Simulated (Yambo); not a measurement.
# Te2Mo (P6_3/mmc) in Yambo: a series of runs, part 2 of 2

Yambo 5.3.0.

## (6) Energy-loss spectrum, PBE

The input, eels6.in:

```
optics
chi
Chimod= "HARTREE"
% BndsRnXd
 1 | 76 |
%
NGsBlkXd= 3 Ry
% LongDrXd
 1 | 1 | 1 |
%
% QpntsRXd
 3 | 3 |
%
% EnRngeXd
 0 | 50 | eV
%
% DmRngeXd
 0.3 | 0.3 | eV
%
ETStpsXd= 250
```

The input, scf.in:

```
&CONTROL
  calculation = 'scf'
  prefix = 'pwscf'
  outdir = './tmp'
  pseudo_dir = './pseudo'
/
&SYSTEM
  ibrav = 0
  nat = 6
  ntyp = 2
  ecutwfc = 80
  nbnd = 60
  occupations = 'smearing'
  smearing = 'fd'
  degauss = 0.00367493
  force_symmorphic = .true.
/
&ELECTRONS
  conv_thr = 1.2d-09
  electron_maxstep = 120
  mixing_beta = 0.5
/
ATOMIC_SPECIES
Te   127.6000 Te.upf
Mo    95.9500 Mo.upf
CELL_PARAMETERS angstrom
   3.5182000000    0.0000000000    0.0000000000
  -1.7591000000    3.0468505756    0.0000000000
   0.0000000000    0.0000000000   13.9736000000
ATOMIC_POSITIONS crystal
Te     0.6666666667    0.3333333333    0.3790000000
Te     0.3333333333    0.6666666667    0.8790000000
Te     0.6666666667    0.3333333333    0.1210000000
Te     0.3333333333    0.6666666667    0.6210000000
Mo     0.6666666667    0.3333333333    0.7500000000
Mo     0.3333333333    0.6666666667    0.2500000000
K_POINTS automatic
12 12 2 0 0 0
```

The input, nscf.in:

```
&CONTROL
  calculation = 'nscf'
  prefix = 'pwscf'
  outdir = './tmp'
  pseudo_dir = './pseudo'
/
&SYSTEM
  ibrav = 0
  nat = 6
  ntyp = 2
  ecutwfc = 80
  nbnd = 76
  occupations = 'fixed'
  force_symmorphic = .true.
/
&ELECTRONS
  conv_thr = 1d-08
  diago_full_acc = .true.
  diago_thr_init = 1d-06
/
ATOMIC_SPECIES
Te   127.6000 Te.upf
Mo    95.9500 Mo.upf
CELL_PARAMETERS angstrom
   3.5182000000    0.0000000000    0.0000000000
  -1.7591000000    3.0468505756    0.0000000000
   0.0000000000    0.0000000000   13.9736000000
ATOMIC_POSITIONS crystal
Te     0.6666666667    0.3333333333    0.3790000000
Te     0.3333333333    0.6666666667    0.8790000000
Te     0.6666666667    0.3333333333    0.1210000000
Te     0.3333333333    0.6666666667    0.6210000000
Mo     0.6666666667    0.3333333333    0.7500000000
Mo     0.3333333333    0.6666666667    0.2500000000
K_POINTS automatic
3 3 1 0 0 0
```

Potentials or basis: PseudoDojo 0.4.1 SR PBE standard.

The run is started by

```console
OMP_NUM_THREADS=1 pw.x -in scf.in > scf.out
OMP_NUM_THREADS=1 pw.x -in nscf.in > nscf.out
cd tmp/pwscf.save; p2y; mv SAVE ../..; cd ../..
OMP_NUM_THREADS=1 yambo
OMP_NUM_THREADS=1 yambo -F eels6.in -J eels6 -C eels6_out
```

Yambo's report:

```text
[... sections 02.01 to 02.04 as in the set-up run ...]

  [02.05] Energies & Occupations
  ==============================

  [X] === General ===
  [X] Electronic Temperature                        :  0.000000  0.000000 [eV K]
  [X] Bosonic    Temperature                        :  0.000000  0.000000 [eV K]
  [X] Finite Temperature mode                       : no
  [X] El. density                                   :  0.61420E+24 [cm-3]
  [X] Fermi Level                                   :  12.80183 [eV]

  [X] === Gaps and Widths ===
  [X] Conduction Band Min                           :  0.956406 [eV]
  [X] Valence Band Max                              :  0.000000 [eV]
  [X] Filled Bands                                  :   46
  [X] Empty Bands                                   :   47   76
  [X] Direct Gap                                    :  1.040109 [eV]
  [X] Direct Gap localized at k                     :  3
  [X] Indirect Gap                                  :  0.956406 [eV]
  [X] Indirect Gap between kpts                     :  1  3
  [X] Last valence band width                       :  0.776498 [eV]
  [X] 1st conduction band width                     :  1.928267 [eV]

 [03] Transferred momenta grid and indexing
 ==========================================

 IBZ Q-points                                      :  3
 BZ  Q-points                                      :   9

 K/Q-points units:
 rlu = crystal or reduced units; cc = cartesian coordinates; iku = interal k-units

 Q [1]          [rlu]:  0.000000  0.000000  0.000000
 Q [2]          [rlu]:  0.88392E-16  0.33333       0.0000
 Q [3]          [rlu]:  0.333333  0.333333  0.000000

 [04] Optics
 ===========

 [WF-X loader] Normalization (few states)  min/max  :  0.17539E-17   1.0000

 [X-CG] R(p) Tot o/o(of R):   2888  12420    100
```

o-eels6.eel_q3_inv_rpa_dyson:

```text
# Electron Energy Loss @ Q(3):  0.333333333     0.500000000      0.00000000    [iku]
#
# [ X ] Hartree size                              :   93
# [GEN] GF Energies                               : Perdew, Burke & Ernzerhof(X)+Perdew, Burke & Ernzerhof(C)
# [GEN] Green`s Function                          : T-ordered
#
#    E[1] [eV]          Im(eel)            Re(eel)            Im(eel_o)          Re(eel_o)
#
        0.000000           0.009195          -0.342350           0.014020          -0.241956
        0.200803           0.009282          -0.342054           0.014367          -0.241258
        0.401606           0.009573          -0.341153           0.015576          -0.239139
        0.602410           0.010175          -0.339637           0.018328          -0.235714
        0.803213           0.011316          -0.337654           0.023864          -0.232562
        1.004016           0.012732          -0.335816           0.028761          -0.233798
[... 242 lines left out ...]
        49.79920           0.225661          -1.306262           0.121400          -1.228294
        50.00000           0.185210          -1.257880           0.137319          -1.190069
#
```

It took 8 min on 1 thread of Arm Neoverse V2, shared host; peak memory 0.44 GiB.

What came out:

| Quantity | Value |
| --- | --- |
| Band gap on the k mesh, mean-field level | 0.96 eV, indirect (least direct gap 1.04 eV) |
| Peak of the energy-loss function | 20.7 eV |

Energy-loss function at q = [0.333333, 0.333333, 0.0] (reciprocal lattice):
```tsv
energy (eV)	loss
0.0	0.009
2.2	0.040
4.4	0.078
6.4	0.155
8.6	0.333
10.8	0.414
13.1	0.316
15.3	0.567
17.5	0.739
19.5	1.380
21.7	1.298
23.9	0.498
26.1	0.215
28.3	0.039
30.5	0.023
32.5	0.018
34.7	0.019
36.9	0.068
39.2	0.208
41.4	0.503
43.6	0.266
45.6	0.189
47.8	0.254
50.0	0.185
```

Caveat: the k mesh is coarse (spacing up to 0.69 Å⁻¹), so the values aren't converged; this k mesh misses the band edges, so its gaps are larger than the crystal's; loss spectra need finer meshes, so the fine structure isn't converged; spin-orbit coupling is left out, which moves the levels of the heavy elements; an odd mesh through Γ misses points on the zone boundary, where band edges often lie.
